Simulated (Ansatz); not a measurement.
The system is Bi2TeSe2 (Skippenite).

```
Bi Te Se
1.0
     2.09150    1.20753    9.71233
    -2.09150    1.20753    9.71233
     0.00000   -2.41506    9.71233
Bi Te Se
2 1 2
Direct
  0.60194 0.60194 0.60194
  0.39806 0.39806 0.39806
  0.00000 0.00000 0.00000
  0.78840 0.78840 0.78840
  0.21160 0.21160 0.21160
```

Base run:

| Quantity | Value |
| --- | --- |
| Program | Ansatz 0.2.0 |
| Functional | PBEsol |
| Potentials or basis | Ansatz PAW |
| Cutoff | 420 eV |
| Density cutoff | 1680 eV |
| k mesh | 5 × 5 × 5 |
| Occupations | fermi-dirac, width 0.05 eV |
| Spin | spin-orbit coupling, no magnetisation |

Its results: band gap on the k mesh 0.22 eV, indirect (least direct gap 0.34 eV); pressure 2.1 GPa; largest force 1.652 eV/Å.

Task: After a change of settings the same cell gave: band gap on the k mesh 0.22 eV, indirect (least direct gap 0.38 eV); pressure 0.7 GPa; largest force 1.638 eV/Å. Which change was it?
A. k mesh from 5 × 5 × 5 to 7 × 7 × 7; spin from spin-orbit coupling, no magnetisation to no spin polarisation; potential files from those of the base run to others of the same set
B. functional from PBEsol to r2SCAN; cutoff from 420 eV to 500 eV; density cutoff from 1680 eV to 2000 eV
C. k mesh from 5 × 5 × 5 to 7 × 7 × 7
D. functional from PBEsol to LDA

Result: D.

LDA binds more tightly than PBEsol, so the same cell stands under less pressure.

Caveats: the PAW data sets come from PBE, with cores solved anew for the run's functional, which leaves a small shift of forces and pressure; forces of over 1 eV/Å show positions far from the minimum, so gaps and moduli don't describe the material at rest; the k mesh misses the band edges, so the gap on the mesh is wider than the one along the path (some runs).

Not every run made on this cell is shown here.
